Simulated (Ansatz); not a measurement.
Theory: DFT PBE, scalar-relativistic, plane waves, PAW (Ansatz 0.2.0). All cells share a 420 eV cutoff and Γ-centred k meshes spaced at most about 0.3 Å⁻¹ (about 0.25 or finer for metals, 2π included). No spin polarisation.

All energies are static (0 K, no zero-point motion).

Two relaxed structures of Sn₄Se:

A.

```
CELL_PARAMETERS angstrom
5.54685 0.00000 0.00000
0.00000 5.54685 0.00000
0.00000 0.00000 5.54685
ATOMIC_POSITIONS crystal
Sn 0.50000 0.00000 0.00000
Sn 0.00000 0.50000 0.00000
Sn 0.00000 0.00000 0.50000
Sn 0.50000 0.50000 0.50000
Se 0.00000 0.00000 0.00000
```

B.

```
CELL_PARAMETERS angstrom
0.00000 4.37051 4.37051
4.37051 0.00000 4.37051
4.37051 4.37051 0.00000
ATOMIC_POSITIONS crystal
Sn 0.37526 0.87491 0.87491
Sn 0.87491 0.37526 0.87491
Sn 0.87491 0.87491 0.37526
Sn 0.87491 0.87491 0.87491
Se 0.25000 0.25000 0.25000
```

Problem. Which form is favoured at zero pressure, and by what margin per atom?

Solution. They are level within the accuracy (4 meV/atom apart, with B the lower in these runs). A has space group Pm-3m (No. 221), 34.1 Å³/atom and no gap on its mesh; B has space group F-43m (No. 216), 33.4 Å³/atom and no gap. Counting Sn atoms around Se (those within 1.25 times the shortest such distance or 1.15 times the sum of covalent radii; the shortest distance is added where it is long for a bond), A has Se 6 and B has Se 12 from 3.6 Å. Even the lower one lies +0.33 eV/atom against the reference forms of the elements (uncorrected), so neither is stable at this level. In A, around Sn on a site of symmetry 4/mmm lie 2 Se at 2.77 Å and 12 Sn at 3.92 Å; Sn on a site of symmetry m-3m is surrounded by 12 Sn at 3.92 Å (long contacts); Se has 6 Sn at 2.77 Å. In B, around Sn lie 6 Sn at 3.09 Å and 3 Se at 3.62 Å; around Se lie 12 Sn at 3.62 Å. Both come from invented guesses. The lowest form computed isn't among them: it has space group Fd-3m (No. 227), 31.9 Å³/atom and lies 171 meV/atom below the best shown.

For metals, differences of a few meV/atom aren't resolved. Cells relaxed within their symmetry can be saddle points. Some structure types and database cells were kept out of the candidates from the start, so a known form may be missing.
